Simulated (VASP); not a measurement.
A run of VASP 6.6.1 is set up as follows.

Contents of INCAR:

```
SYSTEM = TaN
PREC = Accurate ; ENCUT = 520
EDIFF = 1E-6 ; ISMEAR = 0
SIGMA = 0.05 ; LREAL = .False.
LASPH = .True. ; NELM = 80
ALGO = Normal ; ISIF = 2
LWAVE = .False. ; LCHARG = .False.
ISPIN = 2 ; MAGMOM = 0.42 0
LORBIT = 11 ; LMAXMIX = 4
LDAU = .True. ; LDAUTYPE = 2
LDAUL = 2 -1 ; LDAUU = 4 0
LDAUJ = 0 0 ; LDAUPRINT = 1
GGA = PS
```

KPOINTS

```
regular mesh
0
Gamma
  7 7 7
  0 0 0
```

The input POSCAR:

```
TaN
1.0
    0.0000000000      2.4911437700      2.4911437700
    2.4911437700      0.0000000000      2.4911437700
    2.4911437700      2.4911437700      0.0000000000
Ta N
1 1
Direct
    0.0000000000      0.0000000000      0.0000000000
    0.2500000000      0.2500000000      0.2500000000
```

Potentials or basis: VASP PAW PBE potentials, release 64 (Ta_pv, N).

The run is started by

```console
$ cat potpaw_PBE.64/Ta_pv/POTCAR potpaw_PBE.64/N/POTCAR > POTCAR
$ mpirun -np 1 vasp_std > vasp.out
```

Question: Estimate the band gap on the k mesh.

Answer: None (metal or under the smearing width).

Question: Estimate the net moment.

Answer: 0.00 μB per cell.

Question: What does it give for the pressure?

Answer: -24.5 GPa.

Eigenvalues of the final occupation matrices:
```csv
site,spin,trace,eigenvalues
site 1 d,1,1.04,0.15 0.15 0.25 0.25 0.25
site 1 d,2,1.04,0.15 0.15 0.25 0.25 0.25
```

Caveat: the PAW data sets were made with another functional, which shifts forces and pressure a little. The state reached can hang on the start; a lower one may exist.
